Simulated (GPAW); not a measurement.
# FeS2 (Marcasite) (Pnnm) in GPAW: equation of state

How stiff is FeS2 (Marcasite) in PBEsol, and what volume does it want? The cell is scaled to several volumes.

Program: GPAW 26.7.0. These are calculated values, not measurements. Logs are shortened: lines on timing, memory, paths and dates and some standing lists are left out, and cuts for length are marked. The log counts tension as positive stress, the text compression.

## Step 1: Starting point

Symmetry: Pnnm, No. 58, orthorhombic system. Conventional cell: a = 4.440 Å, b = 5.390 Å, c = 3.370 Å, α = 90.00°, β = 90.00°, γ = 90.00°. Fe (site symmetry 2/m) has 6 S at 2.21 to 2.24 Å as nearest neighbours. S (site symmetry m) is surrounded by 3 Fe at 2.21 to 2.24 Å and 1 S at 2.25 Å.

## Step 2: Equation of state, PBEsol, collinear spin, ferromagnetic start

run.py

```python
from ase import Atoms
from ase.eos import EquationOfState
from ase.io import Trajectory
from ase.units import GPa
from ase.parallel import parprint
from gpaw import GPAW, PW, setup_paths

setup_paths.insert(0, '.')

atoms = Atoms(['Fe', 'Fe', 'S', 'S', 'S', 'S'],
              cell=[[4.44, 0.0, 0.0],
                    [0.0, 5.39, 0.0],
                    [0.0, 0.0, 3.37]],
              scaled_positions=[[0.5, 0.5, 0.5],
                                [0.0, 0.0, 0.0],
                                [0.703, 0.125, 0.5],
                                [0.797, 0.625, 0.0],
                                [0.297, 0.875, 0.5],
                                [0.203, 0.375, 0.0]],
              pbc=True)
atoms.set_initial_magnetic_moments([3.0, 3.0, 0.0, 0.0, 0.0, 0.0])

traj = Trajectory('eos.traj', 'w')
volumes, energies = [], []
for x in [0.94, 0.96, 0.98, 1.0, 1.02, 1.04, 1.06]:
    a = atoms.copy()
    a.set_cell(atoms.cell * x**(1 / 3), scale_atoms=True)
    calc = GPAW(mode=PW(600),
                xc='PBEsol',
                kpts={'size': (6, 5, 8), 'gamma': True},
                occupations={'name': 'fermi-dirac', 'width': 0.05},
                nbands=38,
                convergence={'density': 1e-05, 'energy': 1e-05},
                maxiter=150,
                txt=f'eos-{x:.2f}.txt')
    a.calc = calc
    energies.append(a.get_potential_energy(force_consistent=True))
    volumes.append(a.get_volume())
    p = -a.get_stress()[:3].mean() / GPa
    calc.write(f'eos-{x:.2f}.gpw')
    traj.write(a)
    parprint(f'{x:.2f} {volumes[-1]:10.4f} A^3 {energies[-1]:14.6f} eV {p:9.3f} GPa', flush=True)

v0, e0, B = EquationOfState(volumes, energies, eos='birchmurnaghan').fit()
parprint(f'V0 = {v0:.4f} A^3, E0 = {e0:.6f} eV, B0 = {B / GPa:.2f} GPa')
```

Potentials or basis: PAW data sets generated in the run's folder for this functional, pw.

Run with:

```
> gpaw-setup -f PBEsol Fe S
> OMP_NUM_THREADS=1 mpirun -n 4 gpaw python run.py
```

Standard output:

```text
__  _  _
 | _ |_)|_||  |
 |__||  | ||/\| - 26.7.0

Input parameters:
  mode=PW(ecut=600.0),
  convergence={'density': 1e-05, 'energy': 1e-05},
  kpts=MonkhorstPack(size=(6, 5, 8), gamma=True),
  maxiter=150,
  nbands=38,
  occupations=Occupations(name='fermi-dirac', width=0.05),
  xc=XC(name='PBEsol')

Diagonalizing LCAO Hamiltonian
Converting LCAO to pw mode
    .----------.
   /|          |
  / |  S       |
 *  |          |
 |  .---Fe-----.
 | /     S  S /
 |/ S        /
 Fe---------*

Atoms  # Å, Bohr magnetons
|   | symbol |        x |        y |        z |    initial magnetic moments |
|---|--------|----------|----------|----------|-----------------------------|
| 0 |     Fe | 2.174681 | 2.639985 | 1.650603 | ( 0.0000,  0.0000,  3.0000) |
| 1 |     Fe | 0.000000 | 0.000000 | 0.000000 | ( 0.0000,  0.0000,  3.0000) |
| 2 |      S | 3.057602 | 0.659996 | 1.650603 | ( 0.0000,  0.0000,  0.0000) |
| 3 |      S | 3.466442 | 3.299981 | 0.000000 | ( 0.0000,  0.0000,  0.0000) |
| 4 |      S | 1.291761 | 4.619973 | 1.650603 | ( 0.0000,  0.0000,  0.0000) |
| 5 |      S | 0.882921 | 1.979988 | 0.000000 | ( 0.0000,  0.0000,  0.0000) |

Unit cell  # Å
| periodic |        x |        y |        z |  lengths |    angles |
|----------|----------|----------|----------|----------|-----------|
|      yes | 4.349362 | 0.000000 | 0.000000 | 4.349362 | 90.000000 |
|      yes | 0.000000 | 5.279969 | 0.000000 | 5.279969 | 90.000000 |
|      yes | 0.000000 | 0.000000 | 3.301205 | 3.301205 | 90.000000 |

Number of symmetries: 4
Symmetry operations  # r_c * U_cc + t_c -> r_c
|   | kind |            matrix            |
|---|------|------------------------------|
| 0 |  E   |  1, 0, 0,  0, 1, 0,  0, 0, 1 |
| 1 |  σ   |  1, 0, 0,  0, 1, 0,  0, 0,-1 |
| 2 |  C2  | -1, 0, 0,  0,-1, 0,  0, 0, 1 |
| 3 |  i   | -1, 0, 0,  0,-1, 0,  0, 0,-1 |

BZ-sampling:
  Number of BZ points: 240
  Number of IBZ points: 80

  Monkhorst-Pack size: [6, 5, 8]
  Monkhorst-Pack shift: [0.08333333333333333, 0.0, 0.0625]

K-points  # in reciprocal-cell coordinates
|     |                                coordinates |     weight |
|-----|--------------------------------------------|------------|
|   0 | (  0.00000000,   0.00000000,   0.00000000) | 0.00416667 |
|   1 | (  0.00000000,   0.00000000,   0.12500000) | 0.00833333 |
|   2 | (  0.00000000,   0.00000000,   0.25000000) | 0.00833333 |
|   3 | (  0.00000000,   0.00000000,   0.37500000) | 0.00833333 |
|   4 | (  0.00000000,   0.00000000,   0.50000000) | 0.00416667 |
|   5 | (  0.00000000,   0.20000000,   0.00000000) | 0.00833333 |
|   6 | (  0.00000000,   0.20000000,   0.12500000) | 0.01666667 |
|   7 | (  0.00000000,   0.20000000,   0.25000000) | 0.01666667 |
|   8 | (  0.00000000,   0.20000000,   0.37500000) | 0.01666667 |
|   9 | (  0.00000000,   0.20000000,   0.50000000) | 0.00833333 |
| ... |                                            |            |
|  79 | (  0.50000000,   0.40000000,   0.50000000) | 0.00833333 |

Plane wave coefficients: 2574
Cutoff: 600.0 eV

Spin-components: 2 (collinear spins)
Bands:           38
Projectors:      32
Spin-degeneracy: 1
Datatype:        complex128

Parallelization:
  kpt:    4
  domain: 1
  band:   1

Density:
  Valence electrons: 40.0
  Components: 2
  Grid points: [25 30 20]
  Charge: 0.0  # |e|

Potential:
  Grid points: [25 30 20]

species:
  Fe:
    name:    Iron
    Z:       26.0
    valence: 8
    core:    18
    charge:  0.0  # [|e|]
    compensation charges:
      type: gauss
      rc: 0.33  # [Å]
      lmax: 2
    cutoffs:
      filter: 2.06  # [Å]
      core: 2.67  # [Å]
    projectors
    | kind |    occ | energy [eV] | rcut [Å] |
    |------|--------|-------------|----------|
    |   4s |  2.000 |      -5.310 |    1.164 |
    |   4p |  0.000 |      -1.300 |    1.058 |
    |   3d |  6.000 |      -7.529 |    1.058 |
    |    s |        |      21.902 |    1.164 |
    |    p |        |      25.911 |    1.058 |
    |    d |        |      19.682 |    1.058 |

    Using partial waves for Fe as LCAO basis

  S:
    name:    Sulfur
    Z:       16.0
    valence: 6
    core:    10
    charge:  0.0  # [|e|]
    compensation charges:
      type: gauss
      rc: 0.24  # [Å]
      lmax: 2
    cutoffs:
      filter: 1.77  # [Å]
      core: 1.66  # [Å]
    projectors
    | kind |    occ | energy [eV] | rcut [Å] |
    |------|--------|-------------|----------|
    |   3s |  2.000 |     -17.192 |    0.974 |
    |   3p |  4.000 |      -6.978 |    0.979 |
    |    s |        |      10.020 |    0.974 |
    |    p |        |      20.234 |    0.979 |
    |    d |        |       0.000 |    0.900 |

    Using partial waves for S as LCAO basis

Reference energy: -112535.096520  # eV

eigensolver:
  PPCG
  Converge bands: occupied
  niter=2

density mixing:
  MSR1-Mixer
  Pratt-step length: 0.05
  Maximum mixing coefficient: 0.75
  Old densities: 10
  SVD Regularization: 0.005
  Good broyden scale: 1.0
  Trust region scale: 1.0
  Backstep threshold: 4.0
  History deletion threshold: 6.0
  Fourier metric: weight=20.0, sigma=0.015

occupation numbers:
  Fermi-Dirac:
    width: 0.0500  # eV

poisson solver:
  ecut: 4800.0  # eV

xc functional:
  name: PBEsol with 2 nearest neighbor stencil

convergence criteria:
- Maximum integral of absolute [dens]ity change: 1e-05 electrons / valence electron
- Maximum [total energy] change in last 3 cyles: 1e-05 eV / valence electron
- Maximum integral of absolute [eigenst]ate change: 4e-08 eV^2 / valence electron
maximum number of iterations: 150

SCF iterations
|iter     | |      energy | eigst |  dens |  magmom |
|---------|-|-------------|-------|-------|---------|
|iter:   1| |  -39.656068 | +0.72 |       |  +6.0040|
|iter:   2| |  -39.314443 | -0.86 | -0.60 |  +5.7545|
|iter:   3| |  -39.677019 | -2.01 | -0.67 |  +4.1717|
|iter:   4| |  -40.466672 | -1.73 | -0.81 |  +1.5613|
|iter:   5| |  -42.649187 | -1.53 | -1.25 |  -0.1101|
|iter:   6| |  -41.200481 | -1.40 | -0.95 |  -0.2224|
|iter:   7| |  -40.920584 | -2.42 | -1.23 |  -0.0018|
|iter:   8| |  -40.922012 | -3.01 | -1.65 |  -0.1652|
|iter:   9| |  -40.923302 | -3.76 | -1.96 |  -0.0990|
|iter:  10| |  -40.923694 | -4.36 | -2.29 |  -0.0219|
|iter:  11| |  -40.923830 | -5.30 | -2.78 |  -0.0105|
|iter:  12| |  -40.923849c| -6.19 | -3.29 |  -0.0006|
|iter:  13| |  -40.923850c| -6.94 | -3.81 |  +0.0020|
|iter:  14| |  -40.923850c| -7.67c| -4.05 |  +0.0001|
|iter:  15| |  -40.923851c| -7.79c| -4.39 |  +0.0004|
|iter:  16| |  -40.923850c| -8.27c| -4.39 |  -0.0000|
|iter:  17| |  -40.923850c| -8.29c| -4.88 |  -0.0000|
|iter:  18| |  -40.923850c| -8.82c| -5.27c|  -0.0000|

Converged in 18 steps
Energy contributions relative to reference atoms: (reference = -112535.096520)

Energy contributions:
  Kinetic:          40.097646
  Coulomb:         -31.236362
  Zero:              0.530230
  External:          0.000000
  Xc:              -50.315362
  Entropy:          -0.000005
  Spinorbit:         0.000000
  ----------------------------
  Free energy:     -40.923853
  Extrapolated:    -40.923850

dipole moment: (-10.671338, -12.954620, -29.242247)  # |e|*Ang

Total magnetic moment: (0.000000, 0.000000, -0.000008)

Local magnetic moments
|        x |        y |         z |
|----------|----------|-----------|
| 0.000000 | 0.000000 | -0.000003 |  # Fe   0
| 0.000000 | 0.000000 | -0.000009 |  # Fe   1
| 0.000000 | 0.000000 |  0.000004 |  # S    2
| 0.000000 | 0.000000 |  0.000004 |  # S    3
| 0.000000 | 0.000000 |  0.000004 |  # S    4
| 0.000000 | 0.000000 |  0.000004 |  # S    5

Fermi level: 11.050
Eigenvalues  # (at kpt = [0.000, 0.000, 0.000])
| band index |      eig [eV] | occ [0-1] |      eig [eV] | occ [0-1] |
|------------|---------------|-----------|---------------|-----------|
|          0 |        -6.893 |     1.000 |        -6.893 |     1.000 |
|        ... |               |           |               |           |
|         12 |         6.854 |     1.000 |         6.854 |     1.000 |
|         13 |         8.812 |     1.000 |         8.812 |     1.000 |
|         14 |         9.088 |     1.000 |         9.088 |     1.000 |
|         15 |         9.156 |     1.000 |         9.156 |     1.000 |
|         16 |         9.361 |     1.000 |         9.361 |     1.000 |
|         17 |         9.572 |     1.000 |         9.572 |     1.000 |
[... 8 lines left out ...]
|         26 |        15.736 |     0.000 |        15.736 |     0.000 |
|         27 |        16.172 |     0.000 |        16.172 |     0.000 |
|        ... |               |           |               |           |
|         37 |        23.883 |     0.000 |        23.866 |     0.000 |

Gap: 1.053 eV
Transition (v -> c):
  (s=1, k=27, n=19, [0.17, 0.00, 0.25]) -> (s=1, k=14, n=20, [0.00, 0.40, 0.50])
Direct/indirect transitions are different
Direct gap: 1.308 eV
Transition at: (s=1, k=47, n=19, [0.33, -0.20, 0.25])

Stress tensor  # eV/Ang^3
|         x |         y |         z |
|-----------|-----------|-----------|
| -0.033194 | -0.000000 |  0.000000 |
| -0.000000 | -0.050359 |  0.000000 |
|  0.000000 |  0.000000 | -0.042944 |

# Writing to eos-0.94.gpw (mode='')
```

stdout:

```text
0.94    75.8105 A^3     -40.923853 eV     6.756 GPa
0.96    77.4235 A^3     -40.972378 eV     2.611 GPa
0.98    79.0365 A^3     -40.981472 eV    -1.075 GPa
1.00    80.6495 A^3     -40.955448 eV    -4.355 GPa
1.02    82.2625 A^3     -40.898256 eV    -7.272 GPa
1.04    83.8755 A^3     -40.813321 eV    -9.864 GPa
1.06    85.4885 A^3     -40.703726 eV   -12.168 GPa
V0 = 78.6215 A^3, E0 = -40.982644 eV, B0 = 174.86 GPa
```

eos-0.98.txt:

```text
SCF iterations
|iter     | |      energy | eigst |  dens |  magmom |
|---------|-|-------------|-------|-------|---------|
|iter:   1| |  -39.837324 | +0.68 |       |  +6.0040|
|iter:   2| |  -39.459561 | -0.89 | -0.62 |  +5.7691|
|iter:   3| |  -39.581075 | -2.03 | -0.70 |  +4.5306|
|iter:   4| |  -40.436051 | -1.88 | -0.83 |  +2.1177|
[... 70 lines left out ...]
Direct/indirect transitions are different
Direct gap: 1.166 eV
Transition at: (s=1, k=13, n=19, [0.00, 0.40, 0.38])

Stress tensor  # eV/Ang^3
|         x |         y |        z |
|-----------|-----------|----------|
|  0.012493 | -0.000000 | 0.000000 |
| -0.000000 |  0.001427 | 0.000000 |
|  0.000000 |  0.000000 | 0.006214 |

# Writing to eos-0.98.gpw (mode='')
```

Run time: 11 min. Hardware: 4 MPI ranks of Arm Neoverse V2, shared host; peak memory 0.62 GiB.

Results:

```yaml
Equilibrium_volume: 13.10 Å³/atom
Bulk_modulus_at_fixed_shape_and_positions: 175 GPa
Pressure_derivative_of_the_bulk_modulus: 4.7
```

Energy against volume, from the lowest point:
```csv
volume (Å³/atom),energy (meV/atom)
12.635,9.60
12.904,1.52
13.173,0.00
13.442,4.34
13.710,13.87
13.979,28.03
14.248,46.29
```

Caveat: the cell was scaled at fixed shape and fractional positions, which overstates the stiffness of a crystal with free parameters, most of all of layers and chains.
